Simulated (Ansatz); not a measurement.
## FeCo3: iterations to self-consistency

Method: DFT PBEsol, scalar-relativistic, plane waves, PAW (Ansatz).

```
CELL_PARAMETERS angstrom
3.53570 0.00000 0.00000
0.00000 3.53570 0.00000
0.00000 0.00000 3.53570
ATOMIC_POSITIONS crystal
Fe 0.00000 0.00000 0.00000
Co 0.50000 0.50000 0.00000
Co 0.50000 0.00000 0.50000
Co 0.00000 0.50000 0.50000
```

```json
{
 "plane-wave cutoff": "420 eV",
 "Γ-centred k-mesh": "12×12×12",
 "occupation rule": "Gaussian smearing, 0.1 eV",
 "list of starting moments (μB, in atom order)": "2.85 1.83 1.83 1.83",
 "check for lower electronic states after the SCF": "off"
}
```

Each run starts from superposed atomic densities and uses Broyden mixing with its automatic preconditioner, at most 120 iterations and the default threshold on the density residual; only the length of the Broyden history differs.

```csv
length of the Broyden history,iterations,converged,"density residual (eV) at iterations 1, 3, 5"
1,26,yes,1.8 0.34 0.031
2,20,yes,1.8 0.34 0.0068
5,19,yes,1.8 0.34 0.013
16,21,yes,1.8 0.34 0.013
```

Cost: 4 runs of about 2.2 core-minutes in all, on Oxide Virtual Turin-like Processor (Zen 5) (shared hosts).